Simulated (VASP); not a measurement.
Output of a VASP run:

**OSZICAR**
```
       N       E                     dE             d eps       ncg     rms          rms(c)
DAV:   1     0.384800855935E+03    0.38480E+03   -0.13067E+04   896   0.243E+03
DAV:   2     0.780326274956E+02   -0.30677E+03   -0.27651E+03   928   0.431E+02
DAV:   3    -0.228574908607E+02   -0.10089E+03   -0.97705E+02  1200   0.233E+02
DAV:   4    -0.432223460026E+02   -0.20365E+02   -0.19887E+02  1368   0.903E+01
DAV:   5    -0.444905577271E+02   -0.12682E+01   -0.12634E+01  1272   0.197E+01    0.126E+01
DAV:   6    -0.400926736394E+02    0.43979E+01   -0.28078E+01  1192   0.352E+01    0.475E+00
DAV:   7    -0.402908620062E+02   -0.19819E+00   -0.25189E+00  1496   0.160E+01    0.255E+00
DAV:   8    -0.402903820515E+02    0.47995E-03   -0.25659E-01  1384   0.506E+00    0.751E-01
DAV:   9    -0.402858058164E+02    0.45762E-02   -0.49458E-02  1488   0.203E+00    0.197E-01
DAV:  10    -0.402862420179E+02   -0.43620E-03   -0.54248E-03  1424   0.555E-01    0.119E-01
DAV:  11    -0.402863786269E+02   -0.13661E-03   -0.41893E-04  1296   0.191E-01    0.451E-02
DAV:  12    -0.402863939167E+02   -0.15290E-04   -0.12990E-04  1464   0.946E-02    0.958E-03
DAV:  13    -0.402863949281E+02   -0.10115E-05   -0.16964E-05  1152   0.330E-02    0.673E-03
DAV:  14    -0.402863942563E+02    0.67183E-06   -0.32867E-06  1144   0.208E-02
   1 F= -.40286394E+02 E0= -.40286394E+02  d E =-.134890E-11  mag=    -0.0000     0.0000     0.0000
       N       E                     dE             ncg
       N       E                     dE             ncg
       N       E                     dE             ncg
       N       E                     dE             ncg
       N       E                     dE             ncg
```

**OUTCAR**
```
------------------------ aborting loop because EDIFF is reached ----------------------------------------
  FORCE on cell =-STRESS in cart. coord.  units (eV):
  Direction    XX          YY          ZZ          XY          YZ          ZX
  --------------------------------------------------------------------------------------
  Total        0.0328225      0.0328225      0.0328225     -0.0000000     -0.0000000      0.0000000
  in kB        0.9508385      0.9508385      0.9508385     -0.0000000     -0.0000000      0.0000000
  external PRESSURE =       0.9508385 kB  Pullay stress =       0.0000000 kB
  volume of cell :       55.31
      direct lattice vectors                 reciprocal lattice vectors
     3.810000000  0.000000000  0.000000000     0.262467192  0.000000000  0.000000000
     0.000000000  3.810000000  0.000000000     0.000000000  0.262467192  0.000000000
     0.000000000  0.000000000  3.810000000     0.000000000  0.000000000  0.262467192
 POSITION                                       TOTAL-FORCE (eV/Angst)
 -----------------------------------------------------------------------------------
      0.00000      0.00000      0.00000         0.000000      0.000000      0.000000
      1.90500      1.90500      1.90500         0.000000      0.000000      0.000000
      1.90500      0.00000      1.90500         0.000000      0.000000      0.000000
      0.00000      1.90500      1.90500         0.000000      0.000000      0.000000
      1.90500      1.90500      0.00000         0.000000      0.000000      0.000000
 -----------------------------------------------------------------------------------
    total drift:                                0.000000      0.000000      0.000000
  FREE ENERGIE OF THE ION-ELECTRON SYSTEM (eV)
  ---------------------------------------------------
  free  energy   TOTEN  =       -40.2863942563 eV

  energy  without entropy=      -40.2863942563  energy(sigma->0) =      -40.28639426

 Ion:    1  E_soc:     -0.5699160

 Ion:    2  E_soc:     -0.0000886

 Ion:    3  E_soc:     -0.0002524

 Ion:    4  E_soc:     -0.0002524

 Ion:    5  E_soc:     -0.0002524
```
(Selected blocks of OUTCAR.)

**POSCAR**
```
LaAlO3
1
    3.8100000000     0.0000000000     0.0000000000
    0.0000000000     3.8100000000     0.0000000000
    0.0000000000     0.0000000000     3.8100000000
La Al O
1 1 3
Direct
  0.0000000000   0.0000000000   0.0000000000
  0.5000000000   0.5000000000   0.5000000000
  0.5000000000   0.0000000000   0.5000000000
  0.0000000000   0.5000000000   0.5000000000
  0.5000000000   0.5000000000   0.0000000000
```

Problem. Write an INCAR and KPOINTS that could have produced this output.

Solution. This is not unique; one that fits is the input of the run itself, PBE GGA with spin-orbit coupling, plane waves, VASP's PBE PAW potentials (set 64).

### KPOINTS
```
Regular mesh
0
gamma
  5 5 5
```

**KPOINTS_OPT**
```
k-points along high-symmetry lines
8
Line-mode
Reciprocal
  0.000000   0.000000   0.000000 ! GAMMA
  0.000000   0.500000   0.000000 ! X

  0.000000   0.500000   0.000000 ! X
  0.500000   0.500000   0.000000 ! M

  0.500000   0.500000   0.000000 ! M
  0.000000   0.000000   0.000000 ! GAMMA

  0.000000   0.000000   0.000000 ! GAMMA
  0.500000   0.500000   0.500000 ! R

  0.500000   0.500000   0.500000 ! R
  0.000000   0.500000   0.000000 ! X

  0.500000   0.500000   0.500000 ! R
  0.500000   0.500000   0.000000 ! M
```

**INCAR**
```
SYSTEM  =  LaAlO3
PREC  =  Accurate; ENCUT  =  520; LREAL  =  .False.
LASPH  =  .True.
EDIFF  =  1E-6; NELM  =  100; ALGO  =  Normal
LMAXMIX  =  6
ISMEAR  =  0; SIGMA  =  0.05
GGA  =  PE; GGA_COMPAT  =  .False.
MAGMOM  =  0 0 0 0 0 0 0 0 0 0 0 0 0 0 0
LSORBIT  =  .True.
LWAVE  =  .False.; LCHARG  =  .False.
```

POTCAR, in this order: La Al O (PBE.64 set). Program: vasp_ncl.

The compound is LaAlO3 in the cubic perovskite structure, the ideal cubic form; the compound distorts at low or room temperature. The cell was not relaxed at this level.
